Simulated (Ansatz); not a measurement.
# ZnS (F-43m) in Ansatz: further runs, part 2 of 2

Ansatz 0.2.0.

## (4) Band structure, r2SCAN0

The input, input.yaml:

```yaml
crystal:
  lattice:
    - [0.0, 2.702, 2.702]
    - [2.702, 0.0, 2.702]
    - [2.702, 2.702, 0.0]
  atoms:
    - { symbol: Zn, position: [0.75, 0.75, 0.75] }
    - { symbol: S, position: [0.0, 0.0, 0.0] }
hamiltonian:
  xc: r2scan0
  pseudopotentials: { kind: paw }
kpoints:
  mp_grid: { grid: [5, 5, 5] }
  band_path:
    path:
      - [[0.0, 0.0, 0.0], [0.5, 0.0, 0.5], [0.5, 0.25, 0.75], [0.375, 0.375, 0.75], [0.0, 0.0, 0.0], [0.5, 0.5, 0.5], [0.625, 0.25, 0.625], [0.5, 0.25, 0.75], [0.5, 0.5, 0.5], [0.375, 0.375, 0.75]]
      - [[0.625, 0.25, 0.625], [0.5, 0.0, 0.5]]
    npoints: 4
scf:
  occupations: { method: fermi_dirac, width: 0.05 }
  n_extra_bands: 6
output:
  forces: true
  stress: true
  eigenvalues: true
  fatbands: false
```

Launch:

```
$ ansatz run input.yaml --threads 2 --pin off --max-ram 5632MiB --backend cpu --events-out ev --progress --plain --runs-dir out
```

It took 4.9 min on 2 threads of Intel Xeon at 2.70GHz, shared host; peak memory 1.1 GiB.

Results (log left out):

| Property | Result |
| --- | --- |
| Free energy | -4231.8817 eV |
| Pressure | -0.4 GPa |
| Band gap on the k mesh | 4.36 eV, direct |
| Band gap along the path | 4.36 eV, direct |

Levels at the corners of the path, in eV from the valence-band top:
```
point  band 7  band 8  band 9  band 10  band 11  band 12
    Γ    0.00    0.00    0.00     4.36     8.75     8.75
    X   -5.08   -2.40   -2.40     5.27     6.24    13.77
    W   -4.89   -3.06   -2.93     7.71     8.65    10.34
    K   -4.97   -3.43   -1.96     6.16     8.32    11.84
    Γ    0.00    0.00    0.00     4.36     8.75     8.75
    L   -5.71   -0.93   -0.93     5.58     9.21     9.21
    U   -4.97   -3.43   -1.96     6.16     8.32    11.84
    W   -4.89   -3.06   -2.93     7.71     8.65    10.34
    L   -5.71   -0.93   -0.93     5.58     9.21     9.21
    K   -4.97   -3.43   -1.96     6.16     8.32    11.84
    U   -4.97   -3.43   -1.96     6.16     8.32    11.84
    X   -5.08   -2.40   -2.40     5.27     6.24    13.77
```

Caveat: the PAW data sets come from PBE, with cores solved anew for the run's functional, which leaves a small shift of forces and pressure; the thresholds are loose for stress.

## (5) Band structure, r2SCANh

Changes to input.yaml since step 4:

```diff
@@ -9,3 +9,3 @@
 hamiltonian:
-  xc: r2scan0
+  xc: r2scanh
   pseudopotentials: { kind: paw }
```

Launch:

```
$ ansatz run input.yaml --threads 2 --pin off --max-ram 5632MiB --backend cpu --events-out ev --progress --plain --runs-dir out
```

Wall time 4.5 min (2 threads of Intel Xeon at 2.70GHz, shared host); peak memory 1.2 GiB.

It converged, with:

```
Free energy             : -4232.8020 eV
Pressure                : -0.5 GPa
Band gap on the k mesh  : 3.34 eV, direct
Band gap along the path : 3.34 eV, direct
```

Levels at the corners of the path, in eV from the valence-band top:
| point | band 7 | band 8 | band 9 | band 10 | band 11 | band 12 |
| --- | --- | --- | --- | --- | --- | --- |
| Γ | 0.00 | 0.00 | 0.00 | 3.34 | 7.62 | 7.62 |
| X | -4.83 | -2.33 | -2.33 | 4.34 | 5.18 | 12.55 |
| W | -4.75 | -2.91 | -2.86 | 6.70 | 7.41 | 9.20 |
| K | -4.80 | -3.29 | -1.90 | 5.17 | 7.18 | 10.69 |
| Γ | 0.00 | 0.00 | 0.00 | 3.34 | 7.62 | 7.62 |
| L | -5.52 | -0.91 | -0.91 | 4.51 | 8.10 | 8.10 |
| U | -4.80 | -3.29 | -1.90 | 5.17 | 7.18 | 10.69 |
| W | -4.75 | -2.91 | -2.86 | 6.70 | 7.41 | 9.20 |
| L | -5.52 | -0.91 | -0.91 | 4.51 | 8.10 | 8.10 |
| K | -4.80 | -3.29 | -1.90 | 5.17 | 7.18 | 10.69 |
| U | -4.80 | -3.29 | -1.90 | 5.17 | 7.18 | 10.69 |
| X | -4.83 | -2.33 | -2.33 | 4.34 | 5.18 | 12.55 |

Caveat: the PAW data sets come from PBE, with cores solved anew for the run's functional, which leaves a small shift of forces and pressure; the thresholds are loose for stress.

## (6) Overview

| task | level | k mesh | cutoff (eV) | smearing | q mesh | points for each segment of the path | gap on the mesh (eV) | pressure (GPa) |
| --- | --- | --- | --- | --- | --- | --- | --- | --- |
| phonons | PBE | 7 × 7 × 7 | 420 | fixed | 2 × 2 × 2 | 8 | 2.11 | - |
| band structure | PBE0 | 5 × 5 × 5 | 420 | fermi-dirac 0.05 eV | - | 4 | 4.02 | 0.7 |
| band structure | r2SCAN0 | 5 × 5 × 5 | 500 | fermi-dirac 0.05 eV | - | 4 | 4.36 | -0.4 |
| band structure | r2SCANh | 5 × 5 × 5 | 500 | fermi-dirac 0.05 eV | - | 4 | 3.34 | -0.5 |

Alike in all rows: potentials or basis Ansatz PAW; no spin polarisation; cell as given.

On the cell as given the gap runs from 2.11 eV (PBE) to 4.36 eV (r2SCAN0); the meshes differ, which moves gaps too. The pressure there spans -0.5 GPa (r2SCANh) to 0.7 GPa (PBE0); a positive pressure means that this level wants a larger cell, a negative one a smaller.

Caveats: the PAW data sets come from PBE, with cores solved anew for the run's functional, which leaves a small shift of forces and pressure (some runs); the thresholds are loose for stress (some runs); odd divisions of the mesh miss points on the zone boundary, where band edges often lie, so the gap on the mesh can be too wide (some runs).

Absolute energies hang on the potentials; compare differences alone.

## (7) How close it comes

Step 2. Measured gap of ZnS: 3.85 eV (direct; 19 K; quoted in “Electronic, vibrational, and thermodynamic properties of ZnS (zincblende and rocksalt structure)”, 2009, arxiv:0911.5022). This calculation gives 2.11 eV (-1.74 eV). The value is that of PBE, without temperature or zero-point motion. Semilocal functionals fall short of measured gaps as a rule. Measured high-frequency dielectric constant of ZnS: 5.14 (a printed reference work, monograph). This calculation gives 5.94 (+15.5 %).

Step 3. A measured gap of ZnS is 3.85 eV (direct; 19 K; quoted in “Electronic, vibrational, and thermodynamic properties of ZnS (zincblende and rocksalt structure)”, 2009, arxiv:0911.5022); the calculated 4.02 eV misses it by +0.17 eV. The value is that of PBE0, without temperature or zero-point motion.

Step 4. Measured gap of ZnS: 3.85 eV (direct; 19 K; quoted in “Electronic, vibrational, and thermodynamic properties of ZnS (zincblende and rocksalt structure)”, 2009, arxiv:0911.5022). This calculation gives 4.36 eV (+0.51 eV). The value is that of r2SCAN0, without temperature or zero-point motion.

Step 5. Against the measured gap of ZnS, 3.85 eV (direct; 19 K; quoted in “Electronic, vibrational, and thermodynamic properties of ZnS (zincblende and rocksalt structure)”, 2009, arxiv:0911.5022), the calculated 3.34 eV is off by -0.51 eV. The value is that of r2SCANh, without temperature or zero-point motion.
